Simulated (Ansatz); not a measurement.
**Transmission past a defect: W wire along [111], 4 atoms a period, Mg in place of one W**

Wanted: the relaxed defect and the transmission past it, beside the channels of the perfect wire.

Program: Ansatz 0.2.0. Level of theory: DFT PBE, plane waves, PAW; relaxation of a wire's period, in the first sound run; inputs show where later runs differ. Results are calculated unless marked as measured.

This is a report of a sequence of runs, with most program output left out.

## (1) The starting structure

The cell holds 4 atoms: 4 W. Its edges and angles: a = 11.283 Å, b = 9.388 Å, c = 2.745 Å, α = 90.0°, β = 90.0°, γ = 90.0°. Vacuum lies along a and b. The structure's axis is c.

## (2) The relaxed wire

Band widths follow the bond lengths, so the wire is relaxed first. The atoms and the third cell vector are free; the box across stays fixed as vacuum. A Fermi-Dirac smearing is set since the result may be a metal. The pressure printed is a third of the stress's trace over the whole box, vacuum included; only the stress along the axis is relaxed.

Contents of input.yaml:

```yaml
crystal:
  lattice:
    - [11.283, 0.0, 0.0]
    - [0.0, 9.388, 0.0]
    - [0.0, 0.0, 2.74530053]
  atoms:
    - { symbol: W, position: [0.301338297, 0.500015667, 0.0] }
    - { symbol: W, position: [0.500002526, 0.362164465, 0.333333333] }
    - { symbol: W, position: [0.500002526, 0.637866869, 0.666666667] }
    - { symbol: W, position: [0.698666755, 0.500015667, 0.0] }
kpoints:
  mp_grid: { grid: [1, 1, 30] }
scf:
  occupations: { method: fermi_dirac, width: 0.05 }
hamiltonian:
  xc: pbe
relax:
  cell: { fix: [a, b, alpha, beta, gamma] }
  max_steps: 60
```

On the command line:

```console
ansatz run input.yaml --threads 4 --pin off --max-ram 16384MiB --backend cpu --events-out ev --progress --plain --runs-dir out
```

Elapsed: 16 s, on 4 threads of Arm Neoverse V2, shared host; peak memory 0.65 GiB; 59 s of CPU time.

Step by step:

```
step  energy less that of the first step (eV)  largest force component (eV/Å)  pressure (GPa)  volume (Å³)
   1                                   0.0000                          3.5762           -7.16       290.80
   2                                  -1.3963                          1.6460            0.75       285.14
   3                                  -1.5136                          0.6983           -0.09       283.90
   4                                  -1.5576                          0.1591            0.08       284.08
   5                                  -1.5601                          0.0370           -0.02       284.27
   6                                  -1.5602                          0.0152            0.04       284.23
   7                                  -1.5602                          0.0015            0.02       284.22
  8*                                  -1.5597                          0.0016            0.02       284.22
```

Relaxation steps marked * repeat the geometry before them on a plane-wave basis chosen anew for their cell, so energy and pressure can jump there.

The run keeps the 4 symmetry operations that it works with, so distortions that break them were not tested.

```
cell as run  before  after  change
      c (Å)   2.745  2.683  -2.3 %
```

The atoms that moved most (Å, along periodic axes as changes of fractional coordinates times the final cell, across vacuum about the mean position):

```
atom      dx      dy      dz  length
  W1   0.231   0.000   0.000   0.231
  W4  -0.231   0.000   0.000   0.231
  W3   0.000  -0.076   0.110   0.134
  W2   0.000   0.076  -0.110   0.134
```

This step gave:

```
energy at zero smearing    : -41529.3346 eV
cell length along the wire : 2.683 Å
```

The cell's length comes to 2.683 Å with spin left out.

## (3) The perfect wire

This step: DFT PBE, plane waves, PAW; channels and complex bands of a perfect wire (Ansatz 0.2.0).

At the relaxed period the Bloch states of the perfect wire are found at each energy: those that move forward count the open channels, and those that decay describe how a disturbance dies away inside the wire itself. An energy step of 0.035 eV is under the 0.039 eV that the program asks for its thermal average at 300 K.

Contents of input.yaml:

```yaml
crystal:
  lattice:
    - [11.283, 0.0, 0.0]
    - [0.0, 9.388, 0.0]
    - [0.0, 0.0, 2.6832636455]
  atoms:
    - { symbol: W, position: [0.321836204, 0.500015667, 0.0] }
    - { symbol: W, position: [0.500002526, 0.37029517, 0.292251865] }
    - { symbol: W, position: [0.500002526, 0.629736164, 0.707748135] }
    - { symbol: W, position: [0.678168848, 0.500015667, 0.0] }
kpoints:
  mp_grid: { grid: [1, 1, 30] }
scf:
  occupations: { method: fermi_dirac, width: 0.05 }
hamiltonian:
  xc: pbe
output:
  transmission:
    e_range: [-1.26, 1.26]
    de: 0.035
    kmesh: [1, 1]
    reduced_basis: true
    leads: [[0, 0]]
basis:
  ecutwfc: "350 eV"
```

Elapsed: 88 s, on 4 threads; peak memory 1.5 GiB.

This step gave:

| Item | Value |
| --- | --- |
| energy at zero smearing | -41529.3249 eV |
| channels at the energy nearest the Fermi level, one spin | 5 |
| conductance of the lead as this run defines it | 4.999 G₀ |
| band gap | 0 eV |

The open channels of the lead, one spin by energy, zero at the Fermi level:

```
energy (eV)  open channels of the lead, one spin
      -1.26                                    3
      -1.19                                    6
      -1.12                                    4
      -1.05                                    4
      -0.98                                    2
      -0.91                                    6
      -0.84                                    6
      -0.77                                    6
      -0.70                                    6
      -0.63                                    6
      -0.59                                    6
      -0.53                                    6
      -0.46                                    5
      -0.39                                    4
      -0.32                                    4
      -0.24                                    5
      -0.17                                    5
      -0.10                                    5
      -0.04                                    5
       0.00                                    5
       0.04                                    5
       0.10                                    5
       0.17                                    4
       0.24                                    4
       0.32                                    4
       0.39                                    4
       0.46                                    6
       0.53                                    6
       0.59                                    6
       0.63                                    6
       0.70                                    6
       0.77                                    8
       0.84                                    8
       0.91                                    8
       0.98                                    7
       1.05                                    3
       1.12                                    3
       1.19                                    5
       1.26                                    5
```

The slowest values at each energy, most degenerate partners merged, listed up to 1.5 1/Å. The Im kz of the slowest decaying states by energy, zero at the Fermi level:

```
energy (eV)  decay 1 (Å⁻¹)  decay 2 (Å⁻¹)  decay 3 (Å⁻¹)  decay 4 (Å⁻¹)
      -1.26         0.0357         0.0600         0.0846          0.107
      -1.16         0.0789         0.0850         0.0876          0.369
      -1.05         0.0636          0.110          0.159          0.359
      -0.94          0.114          0.181          0.346          0.371
      -0.84          0.114          0.186          0.329          0.361
      -0.77          0.126          0.183          0.314          0.354
      -0.67          0.145          0.177          0.286          0.342
      -0.56          0.156          0.183          0.247          0.329
      -0.46         0.0551          0.161          0.194          0.199
      -0.35         0.0452         0.0839         0.0894          0.160
      -0.24         0.0578          0.105          0.156          0.274
      -0.14          0.147          0.153          0.169          0.249
      -0.04          0.133          0.211          0.216          0.223
       0.00          0.127          0.203          0.204          0.239
       0.04          0.124          0.189          0.201          0.254
       0.14          0.133          0.154          0.204          0.288
       0.24         0.0684         0.0836          0.165          0.210
       0.35         0.0589          0.127          0.159          0.215
       0.46          0.142          0.156          0.218          0.316
       0.56          0.120          0.179          0.220          0.307
       0.67         0.0801          0.198          0.219          0.296
       0.77          0.213          0.216          0.279          0.354
       0.84          0.212          0.222          0.264          0.352
       0.94          0.202          0.230          0.233          0.347
       1.05         0.0102         0.0547         0.0811         0.0880
       1.16         0.0789          0.144          0.150          0.169
       1.26          0.155          0.182          0.226          0.276
```

By hand: the program gives 3.6563 × 10^14 S/m² over the cell's cross-section of 105.92 Å² = 1.059 × 10^-18 m², so one cell conducts 3.873 × 10^-4 S. Divided by G0 = 2e²/h = 7.748 × 10^-5 S this is 5.00 G0, a resistance of 2.58 kΩ.

At the computed energy nearest the Fermi level there are 5 channels a spin, and the thermal average gives 5.00 G₀.

## (4) Relaxing the junction

This step: DFT PBE, plane waves, PAW; relaxation of a junction in a wire, ends held (Ansatz 0.2.0).

System of this step: W wire along [111], 4 atoms a period, Mg in place of one W. The cell holds 36 atoms: 35 W and 1 Mg. Its edges and angles: a = 11.283 Å, b = 9.388 Å, c = 24.149 Å, α = 90.0°, β = 90.0°, γ = 90.0°. Regions: held atoms, 24 atoms (24 W); free atoms, 12 atoms (11 W and 1 Mg). Vacuum lies along a and b. The structure's axis is c.

12 atoms at the defect are free to relax, while 24 stay where the perfect wire has them, so that the ends still repeat as a lead. The cutoff is set under the files' recommended one to save time.

Contents of input.yaml:

```yaml
crystal:
  lattice:
    - [11.283, 0.0, 0.0]
    - [0.0, 9.388, 0.0]
    - [0.0, 0.0, 24.1493728099]
  atoms:
    - { symbol: W, position: [0.321836204, 0.500015667, 0.0] }
    - { symbol: W, position: [0.500002526, 0.37029517, 0.032472429] }
    - { symbol: W, position: [0.500002526, 0.629736164, 0.078638682] }
    - { symbol: W, position: [0.678168848, 0.500015667, 0.0] }
    - { symbol: W, position: [0.321836204, 0.500015667, 0.111111111] }
    - { symbol: W, position: [0.500002526, 0.37029517, 0.143583541] }
    - { symbol: W, position: [0.500002526, 0.629736164, 0.189749793] }
    - { symbol: W, position: [0.678168848, 0.500015667, 0.111111111] }
[... 24 atom lines left out ...]
    - { symbol: W, position: [0.321836204, 0.500015667, 0.888888889] }
    - { symbol: W, position: [0.500002526, 0.37029517, 0.921361318] }
    - { symbol: W, position: [0.500002526, 0.629736164, 0.967527571] }
    - { symbol: W, position: [0.678168848, 0.500015667, 0.888888889] }
magnetization:
  spin_polarized: true
kpoints:
  mp_grid: { grid: [1, 1, 2] }
scf:
  occupations: { method: fermi_dirac, width: 0.1 }
hamiltonian:
  xc: pbe
relax:
  constraints:
    - { sites: [0, 1, 2, 3, 4, 5, 6, 7, 8, 9, 10, 11, 24, 25, 26, 27, 28, 29, 30, 31, 32, 33, 34, 35] }
  f_tol: 0.06
  max_steps: 35
basis:
  ecutwfc: "350 eV"
```

It took 5.5 min on 4 threads; peak memory 7.9 GiB.

Step by step:

```
step  energy less that of the first step (eV)  largest force component (eV/Å)
   1                                   0.0000                          3.5956
   2                                  -0.8454                          1.1301
   3                                  -1.0103                          0.2863
   4                                  -1.0515                          0.2352
   5                                  -1.0646                          0.0669
   6                                  -1.0661                          0.0461
```

The atoms that moved most (Å):

```
atom      dx      dy      dz  length
Mg17  -0.574  -0.066   0.003   0.578
 W21  -0.048  -0.058   0.131   0.152
 W19  -0.100  -0.083  -0.045   0.138
 W18  -0.077  -0.040   0.102   0.134
 W20  -0.121  -0.048   0.011   0.130
 W16  -0.051  -0.114   0.018   0.126
 W13  -0.032   0.008  -0.116   0.121
 W15  -0.072  -0.045  -0.076   0.114
```

Final coordinates:

```cif
data_structure
_symmetry_space_group_name_H-M 'P 1'
_symmetry_Int_Tables_number 1
_cell_length_a 11.2830
_cell_length_b 9.3880
_cell_length_c 24.1494
_cell_angle_alpha 90.000
_cell_angle_beta 90.000
_cell_angle_gamma 90.000
_cell_volume 2558.02
loop_
_atom_site_label
_atom_site_type_symbol
_atom_site_fract_x
_atom_site_fract_y
_atom_site_fract_z
_atom_site_occupancy
W1 W 0.32184 0.50002 0.00000 1
W2 W 0.50000 0.37030 0.03247 1
W3 W 0.50000 0.62974 0.07864 1
W4 W 0.67817 0.50002 0.00000 1
W5 W 0.32184 0.50002 0.11111 1
W6 W 0.50000 0.37030 0.14358 1
W7 W 0.50000 0.62974 0.18975 1
W8 W 0.67817 0.50002 0.11111 1
W9 W 0.32184 0.50002 0.22222 1
W10 W 0.50000 0.37030 0.25469 1
W11 W 0.50000 0.62974 0.30086 1
W12 W 0.67817 0.50002 0.22222 1
W13 W 0.31899 0.50086 0.32853 1
W14 W 0.49111 0.37080 0.36797 1
W15 W 0.49362 0.62494 0.40882 1
W16 W 0.67369 0.48791 0.33409 1
Mg17 Mg 0.27094 0.49293 0.44455 1
W18 W 0.49318 0.36603 0.48114 1
W19 W 0.49114 0.62085 0.52122 1
W20 W 0.66748 0.49487 0.44492 1
W21 W 0.31756 0.49382 0.56099 1
W22 W 0.49751 0.36338 0.58955 1
W23 W 0.50010 0.62833 0.63393 1
W24 W 0.67304 0.50319 0.55557 1
W25 W 0.32184 0.50002 0.66667 1
W26 W 0.50000 0.37030 0.69914 1
W27 W 0.50000 0.62974 0.74531 1
W28 W 0.67817 0.50002 0.66667 1
W29 W 0.32184 0.50002 0.77778 1
W30 W 0.50000 0.37030 0.81025 1
W31 W 0.50000 0.62974 0.85642 1
W32 W 0.67817 0.50002 0.77778 1
W33 W 0.32184 0.50002 0.88889 1
W34 W 0.50000 0.37030 0.92136 1
W35 W 0.50000 0.62974 0.96753 1
W36 W 0.67817 0.50002 0.88889 1
```

Numbers from this step:

- energy at zero smearing: -365303.8897 eV

The largest force component on a free atom ends at 0.046 eV/Å, under the limit of 0.06. Mg ends nearest to W at 2.85 Å, W at 2.86 Å, W at 2.91 Å, W at 2.93 Å, W at 3.30 Å and W at 3.32 Å.

[end of part 1 of 2]

[Logs are printed without paths, hosts, clocks, repeated set-up lines and the standing remarks that a program may print on its own settings, such as how far it seeks lower states.]

[Hosts, paths, dates, database ids (printed as entryN), source tags and the programs' standing remarks are cut or masked in the printed files.]
